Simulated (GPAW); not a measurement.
Runs of GPAW 26.7.0 on Cd. It takes space group Im-3m (No. 229, cubic). Conventional cell: a = 3.569 Å, b = 3.569 Å, c = 3.569 Å, α = 90.00°, β = 90.00°, γ = 90.00°. Around Cd (site symmetry m-3m) lie 8 Cd at 3.09 Å. This isn't the form of Cd at room conditions, which is hcp.

| task | level | potentials or basis | spin | cell | k mesh | optimizer | fmax | max steps | convergence | band path | gap on the mesh (eV) | pressure (GPa) | relaxed volume (Å³/atom) |
| --- | --- | --- | --- | --- | --- | --- | --- | --- | --- | --- | --- | --- | --- |
| relaxation of cell and atoms | PBEsol | PAW data sets generated in the run's folder for this functional, pw | off | relaxed | 10 × 10 × 10 | BFGS | 0.02 eV/Å | 60 | density=1e-05 forces=0.0001 | - | none | 0.0 | 21.05 |
| relaxation of cell and atoms | PBE | GPAW PAW data sets (gpaw-data 1.2.1), pw | off | relaxed | 7 × 7 × 7 | BFGS | 0.02 eV/Å | 60 | density=1e-05 forces=0.0001 | - | none | 0.0 | (b) |
| band structure | PBE | GPAW PAW data sets (gpaw-data 1.2.1), pw | SOC, no magnetisation | as given | 7 × 7 × 7 | - | - | - | - | GHNGPH,PN | - | 0.2 | - |
| relaxation of cell and atoms | revPBE | the program's PAW data sets (release 1.2.1) made for this functional, pw | off | relaxed | 10 × 10 × 10 | BFGS | 0.02 eV/Å | 60 | density=1e-05 forces=0.0001 | - | none | 0.0 | 24.34 |
| relaxation of cell and atoms | PBE | GPAW PAW data sets (gpaw-data 1.2.1), pw | off | relaxed | 10 × 10 × 10 | BFGS | 0.02 eV/Å | 60 | density=1e-05 forces=0.0001 | - | none | 0.0 | 23.15 |
| band structure | PBE | GPAW PAW data sets (gpaw-data 1.2.1), pw | off | as given | 7 × 7 × 7 | - | - | - | - | GHNGPH,PN | - | 0.2 | - |
| relaxation of cell and atoms | LDA | the program's PAW data sets (release 1.2.1) made for this functional, pw | off | relaxed | 10 × 10 × 10 | BFGS | 0.02 eV/Å | 60 | density=1e-05 forces=0.0001 | - | none | -0.1 | 20.09 |
| relaxation of cell and atoms | BLYP | PAW data sets generated in the run's folder for this functional, pw | off | relaxed | 10 × 10 × 10 | BFGS | 0.02 eV/Å | 60 | density=1e-05 forces=0.0001 | - | none | 0.0 | (a) |

Alike in all rows: cutoff (eV) 600; smearing fermi-dirac 0.05 eV.

Problem. Fill in the values left out.

Solution. (a) 27.40; (b) 22.95.

Caveats: later steps reuse the first step's grids (some runs); spin-orbit coupling was added after a scalar SCF, so levels and gaps hold it while energy, forces, pressure and moments don't (some runs); this program's spin-orbit splittings come out too wide for heavy elements (some runs); the volume moved by over 15 % at a fixed basis, so the end points are rough (some runs).

A k mesh can miss the band edges, and rows without SOC leave out spin-orbit coupling on Cd.

A gap of «none» marks a metal or a gap under the smearing width.
